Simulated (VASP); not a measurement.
# NaF in VASP: how settings move the PBEsol single point

Aim: see what changed inputs do to the PBEsol single point of NaF, CsCl type. This is a trial cell built on a prototype, not taken from a measured structure, and it needn't be the compound's ground state.

The runs shown are made with VASP 6.6.1. PAW datasets, plane waves. No spin polarisation. The prototype was imposed, so other structures may be more stable.

**1. Starting point**

The cell comes from an earlier relaxation with r2SCAN in another program.

The symmetry is Pm-3m (No. 221, cubic); conventional cell a = 2.793 Å, 10.90 Å³ an atom. Around Na lie 8 F at 2.42 Å; around F lie 8 Na at 2.42 Å.

The structure in full:

```xyz
2
Lattice="2.7935 0.0000 0.0000 0.0000 2.7935 0.0000 0.0000 0.0000 2.7935" Properties=species:S:1:pos:R:3 pbc="T T T"
Na    0.0000    0.0000    0.0000
F     1.3967    1.3967    1.3967
```

**2. Reference**

Input file INCAR:

```
ENCUT = 520.000000
SIGMA = 0.010000
EDIFF = 1.00e-07
GGA = PS
PREC = Accurate
IBRION = -1
ISIF = 2
ISMEAR = 0
NBANDS = 14
NELM = 120
NSW = 0
LASPH = .TRUE.
LCHARG = .TRUE.
LELF = .TRUE.
LWAVE = .FALSE.
LREAL = .FALSE.
```

Input file KPOINTS:

```
KPOINTS created by Atomic Simulation Environment
0
Gamma
10 10 10
0 0 0
```

Input file POSCAR:

```
Na F
 1.0000000000000000
     2.7934851914443364   -0.0000000000000000   -0.0000000000000000
    -0.0000000000000000    2.7934851914443364   -0.0000000000000000
    -0.0000000000000000   -0.0000000000000000    2.7934851914443364
 Na  F
   1   1
Cartesian
 -0.0000000000000000  0.0000000000000000  0.0000000000000000
  1.3967425957221682  1.3967425957221682  1.3967425957221682
```

A file KPOINTS_OPT adds named points for the levels; it doesn't enter the self-consistent loop.

Potentials: the recommended PBE PAW datasets, 14 valence electrons.

On the command line:

```
> mpirun -np 1 vasp_std
```

**3. Try 1**

Input file INCAR:

```
ENCUT = 520.000000
EDIFF = 1.00e-07
GGA = PS
PREC = Accurate
IBRION = -1
ISIF = 2
NBANDS = 14
NELM = 120
NSW = 0
LASPH = .TRUE.
LCHARG = .FALSE.
LWAVE = .FALSE.
LREAL = .FALSE.
ISMEAR = 1
SIGMA = 0.01
```

Input file KPOINTS:

```
KPOINTS created by Atomic Simulation Environment
0
Gamma
12 12 12
0 0 0
```

POSCAR is that of step 2.

**4. Try 2**

Edit INCAR of step 2 so:

```diff
@@ -12,5 +12,5 @@
 LASPH = .TRUE.
-LCHARG = .TRUE.
-LELF = .TRUE.
+LCHARG = .FALSE.
 LWAVE = .FALSE.
-LREAL = .FALSE.
+LREAL = .TRUE.
+ISYM = 0
```

Input file KPOINTS:

```
KPOINTS created by Atomic Simulation Environment
0
Gamma
4 4 4
0 0 0
```

POSCAR is that of step 2.

Before running it: what results should come out? Wanted: for each run, changed; ending; energy change; pressure; electronic steps; usable.

**Answer**, as computed:

| run | changed | ending | energy change (meV/atom) | pressure (GPa) | gap on the mesh (eV; negative: overlap) | electronic steps | time | usable |
| --- | --- | --- | --- | --- | --- | --- | --- | --- |
| ref. | – | converged | 0 | 1.4 | 5.98 | 13 | 9.6 s | yes |
| 1 | ISMEAR = 1, SIGMA = 0.01, mesh 12×12×12 | converged | 0.0 | 1.4 | 5.98 | 13 | 20 s | yes |
| 2 | LREAL = .TRUE., ISYM = 0, mesh 4×4×4 | converged | -31.4 | -4.2 | 5.98 | 13 | 8.1 s | no |

**Reading.** Of 2 altered inputs, 1 ended normally on a faulty or unsound input, 1 gave usable results.
